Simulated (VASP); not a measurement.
Output of a VASP run:

**OSZICAR**
```
       N       E                     dE             d eps       ncg     rms          rms(c)
DAV:   1     0.941250567919E+02    0.94125E+02   -0.64401E+03   480   0.105E+03
DAV:   2    -0.169490711382E-01   -0.94142E+02   -0.88889E+02   800   0.181E+02
DAV:   3    -0.691594550905E+01   -0.68990E+01   -0.68813E+01   592   0.558E+01
DAV:   4    -0.698751973736E+01   -0.71574E-01   -0.71540E-01   580   0.707E+00
DAV:   5    -0.698860344292E+01   -0.10837E-02   -0.10836E-02   600   0.861E-01    0.232E+00
DAV:   6    -0.658794742976E+01    0.40066E+00   -0.67634E-01   552   0.450E+00    0.178E+00
DAV:   7    -0.653768156459E+01    0.50266E-01   -0.20414E-01   640   0.245E+00    0.106E+00
DAV:   8    -0.653793908251E+01   -0.25752E-03   -0.17391E-02   556   0.996E-01    0.151E-01
DAV:   9    -0.653854778419E+01   -0.60870E-03   -0.47986E-03   636   0.428E-01    0.127E-01
DAV:  10    -0.653862069730E+01   -0.72913E-04   -0.47563E-04   568   0.162E-01    0.160E-02
DAV:  11    -0.653863629816E+01   -0.15601E-04   -0.37418E-05   620   0.435E-02    0.674E-03
DAV:  12    -0.653863603352E+01    0.26464E-06   -0.10725E-05   576   0.207E-02    0.256E-03
DAV:  13    -0.653863592697E+01    0.10655E-06   -0.35196E-07   604   0.456E-03    0.126E-03
DAV:  14    -0.653863598212E+01   -0.55147E-07   -0.25357E-07   500   0.288E-03
   1 F= -.65386360E+01 E0= -.65386360E+01  d E =-.960616E-13
```

OUTCAR:
```
------------------------ aborting loop because EDIFF is reached ----------------------------------------
  FORCE on cell =-STRESS in cart. coord.  units (eV):
  Direction    XX          YY          ZZ          XY          YZ          ZX
  --------------------------------------------------------------------------------------
  Total       -0.2037619     -0.2037619     -0.2037619      0.0000000      0.0000000      0.0000000
  in kB       -4.2494248     -4.2494248     -4.2494248      0.0000000      0.0000000      0.0000000
  external PRESSURE =      -4.2494248 kB  Pullay stress =       0.0000000 kB
  volume of cell :       76.83
      direct lattice vectors                 reciprocal lattice vectors
     4.251098240  0.000000000  0.000000000     0.235233331  0.000000000  0.000000000
     0.000000000  4.251098240  0.000000000     0.000000000  0.235233331  0.000000000
     0.000000000  0.000000000  4.251098240     0.000000000  0.000000000  0.235233331
 POSITION                                       TOTAL-FORCE (eV/Angst)
 -----------------------------------------------------------------------------------
      0.00000      0.00000      0.00000         0.000000      0.000000      0.000000
      2.12555      2.12555      2.12555         0.000000      0.000000      0.000000
 -----------------------------------------------------------------------------------
    total drift:                                0.000000      0.000000      0.000000
  FREE ENERGIE OF THE ION-ELECTRON SYSTEM (eV)
  ---------------------------------------------------
  free  energy   TOTEN  =        -6.5386359821 eV

  energy  without entropy=       -6.5386359821  energy(sigma->0) =       -6.53863598
```
(Selected blocks of OUTCAR.)

POSCAR:
```
CsCl
1
    4.2510982395     0.0000000000     0.0000000000
    0.0000000000     4.2510982395     0.0000000000
    0.0000000000     0.0000000000     4.2510982395
Cs Cl
1 1
Direct
  0.0000000000   0.0000000000   0.0000000000
  0.5000000000   0.5000000000   0.5000000000
```

**Question.** Write an INCAR and KPOINTS that could have produced this output.

**Answer.** Several could match; the one computed here: the input of the run itself, PBE GGA, plane waves, VASP's PBE PAW potentials (set 64).

**KPOINTS**
```
Automatic mesh
0
Gamma
6 6 6
0 0 0
```

### INCAR
```
SYSTEM = CsCl
PREC = Accurate; ENCUT = 480; LREAL = F
LASPH = T
EDIFF = 1E-7; NELM = 100; ALGO = Normal
LMAXMIX = 4
ISMEAR = 0; SIGMA = 0.05
GGA = PE
ISIF = 2
LWAVE = F; LCHARG = F
```

POTCAR, in this order: Cs_sv Cl (PBE.64 set). Program: vasp_std.

The compound is CsCl in the CsCl type structure. This cell was strained or had an atom moved on purpose.
